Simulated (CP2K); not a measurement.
The system is KTaO3.

```
CELL_PARAMETERS angstrom
3.98830 0.00000 0.00000
0.00000 3.98830 0.00000
0.00000 0.00000 3.98830
ATOMIC_POSITIONS crystal
Ta 0.00000 0.00000 0.00000
K 0.50000 0.50000 0.50000
O 0.00000 0.00000 0.50000
O 0.00000 0.50000 0.00000
O 0.50000 0.00000 0.00000
```

Base run:

| Quantity | Value |
| --- | --- |
| Program | CP2K 2026.2 |
| Functional | MS2 |
| Potentials or basis | POTENTIAL_UZH Ta GTH-PBE-q13, K GTH-PBE-q9, O GTH-PBE-q6; DZVP-MOLOPT-PBE-GTH basis |
| Density cutoff | 11565 eV |
| k mesh | 7 × 7 × 7 |
| Occupations | fermi-dirac, width 0.05 eV |
| Spin | no spin polarisation |

Its results: pressure -1.6 GPa.

Task: After a change of settings the same cell gave: pressure -5.8 GPa. Which change was it?
A. functional from MS2 to BEEF-vdW
B. functional from MS2 to WC
C. functional from MS2 to AM05
D. functional from MS2 to LDA

Result: D.

Caveats: the potentials were made for another functional, which shifts forces and pressure; the basis of atomic orbitals isn't converged, which shifts pressures, moduli and gaps.

Runs at the PBE level aren't shown here.
